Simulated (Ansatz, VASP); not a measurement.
Ta: VASP beside Ansatz

```
CELL_PARAMETERS angstrom
2.90037 0.00000 0.00000
-1.45019 2.51180 0.00000
0.00000 0.00000 5.16627
ATOMIC_POSITIONS crystal
Ta 0.66667 0.33333 0.75000
Ta 0.33333 0.66667 0.25000
```

This isn't the form of Ta at room conditions, which is bcc.

Alike in both runs: task single point; functional PBEsol; k mesh 12 × 12 × 6; occupations gaussian, width 0.1 eV; no spin polarisation.

```csv
,VASP,Ansatz
version,VASP 6.6.1,Ansatz 0.2.0
potentials or method,"VASP PAW PBE potentials, release 64 (Ta_pv), cutoff 520 eV",all-electron (LAPW or listed datasets)
```

```csv
,VASP,Ansatz,Ansatz less VASP
gap on the k mesh at the Fermi level (eV),none,none,-
pressure (GPa),-7.3,-7.4,-0.10
largest component of the traceless stress (GPa),0.65,0.69,+0.044
```

A gap of «none» marks a metal or a gap that the smearing closes. Ansatz ran all-electron here, so the differences hold the error of VASP's frozen core and of both bases.

Caveats: the PAW data sets were made with another functional, which shifts forces and pressure a little (VASP). Spin-orbit coupling is left out, which matters for the levels of Ta.
